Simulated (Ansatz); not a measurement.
# Ti: the cost of one run

Method: DFT PBEsol, scalar-relativistic, plane waves, PAW, in Ansatz 0.2.0.

This is Ti in the bcc structure; at room conditions it is hcp.

1 further run of the same task is left out (set aside as unsound or not needed).

**1. Starting point**

It takes space group Im-3m (No. 229, cubic). Conventional cell: a = 3.210 Å, b = 3.210 Å, c = 3.210 Å, α = 90.00°, β = 90.00°, γ = 90.00°. Ti (site symmetry m-3m) is surrounded by 8 Ti at 2.78 Å.

As a file:

```
CELL_PARAMETERS angstrom
-1.60512 1.60512 1.60512
1.60512 -1.60512 1.60512
1.60512 1.60512 -1.60512
ATOMIC_POSITIONS crystal
Ti 0.00000 0.00000 0.00000
```

It is the result of an earlier relaxation at this level (volume 16.54 Å³/atom; gap on the mesh: none (metal)).

**2. Electronic structure at the relaxed geometry**

Input file input.yaml:

```yaml
crystal:
  lattice:
    - [-1.6051160629, 1.6051160629, 1.6051160629]
    - [1.6051160629, -1.6051160629, 1.6051160629]
    - [1.6051160629, 1.6051160629, -1.6051160629]
  atoms:
    - { symbol: Ti, position: [0.0, 0.0, 0.0] }
basis:
  ecutwfc: 420
kpoints:
  mp_grid: { grid: [18, 18, 18] }
  band_path:
    path:
      - [[0.0, 0.0, 0.0], [0.5, -0.5, 0.5], [0.0, 0.0, 0.5], [0.0, 0.0, 0.0], [0.25, 0.25, 0.25], [0.5, -0.5, 0.5]]
      - [[0.25, 0.25, 0.25], [0.0, 0.0, 0.5]]
    npoints: 14
hamiltonian:
  xc: pbesol
scf:
  occupations: { method: gaussian, width: 0.1 }
  n_extra_bands: 6
output:
  forces: true
  stress: true
  eigenvalues: true
  populations: true
  dos: { projected: true, de: 0.02, nscf_kmesh: { grid: [27, 27, 27] } }
  bader: true
```

Started as:

```console
$ ansatz run input.yaml --threads 1 --pin off --max-ram 2560MiB --backend cpu --events-out ev --progress --plain --runs-dir out
```

What time and memory should one allow on 1 thread of Intel Xeon 6975P-C (Granite Rapids), shared host?

About 5.9 s, with a peak of 0.39 GiB.
